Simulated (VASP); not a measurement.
Wanted: an ASE script for a VASP 6.6.1 run.

```yaml
Task: single point
Functional: PBEsol
Potentials_or_basis: VASP PAW PBE potentials, release 64 (K_sv, Mg_pv, F)
Cutoff: 520 eV
k_mesh: 7 × 7 × 7
Occupations: gaussian, width 0.1 eV
Spin: no spin polarisation
Further_INCAR_settings: ALGO = Fast; EDIFF = 1.00e-07; NBANDS = 27
```

KMgF3:

```xyz
5
Lattice="3.9859 0.0000 0.0000 0.0000 3.9859 0.0000 0.0000 0.0000 3.9859" Properties=species:S:1:pos:R:3 pbc="T T T"
K     1.9929    1.9929    1.9929
Mg    0.0000    0.0000    0.0000
F     0.0000    0.0000    1.9929
F     1.9929    0.0000    0.0000
F     0.0000    1.9929    0.0000
```

The input as run:

run.py

```python
from ase.calculators.vasp import Vasp
from ase.dft.bandgap import bandgap
from ase.spacegroup import crystal

atoms = crystal(
    ['K', 'Mg', 'F'],
    basis=[[0.5, 0.5, 0.5], [0.0, 0.0, 0.0], [0.0, 0.0, 0.5]],
    spacegroup=221,
    setting=1,
    cellpar=[3.9859, 3.9859, 3.9859, 90.0, 90.0, 90.0],
    primitive_cell=True,
)
calc = Vasp(
    directory='calc',
    xc='pbesol',
    pp='PBE',
    setups='materialsproject',
    prec='Accurate',
    encut=520,
    ediff=1e-07,
    ismear=0,
    sigma=0.1,
    lreal=False,
    lasph=True,
    nelm=80,
    algo='Fast',
    isif=2,
    lwave=False,
    lcharg=True,
    lelf=True,
    lvhar=True,
    kpts=[7, 7, 7],
    gamma=True,
    nbands=27,
)
atoms.calc = calc

print('energy (eV):', atoms.get_potential_energy())
print('free energy (eV):', atoms.get_potential_energy(force_consistent=True))
print('forces (eV/A):')
print(atoms.get_forces())
print('stress (eV/A^3, Voigt):', atoms.get_stress())
print('Fermi level (eV):', calc.get_fermi_level())
gap, top, bottom = bandgap(calc)
print('band gap (eV):', gap, 'from (spin, k, band)', top, 'to', bottom)
```

Potentials or basis: VASP PAW PBE potentials, release 64 (K_sv, Mg_pv, F).

Run with:

```bash
$ python run.py
```

Results of the run:

| Item | Value |
| --- | --- |
| Pressure | 0.3 GPa |
| Band gap on the k mesh | 7.16 eV, indirect (least direct gap 7.45 eV) |

Caveat: the PAW data sets were made with another functional, which shifts forces and pressure a little; an odd mesh through Γ misses points on the zone boundary, where band edges often lie.

It took 32 s on 1 thread of Intel(R) Xeon(R) 6975P-C (Granite Rapids), on a shared host, peak memory 0.18 GiB.
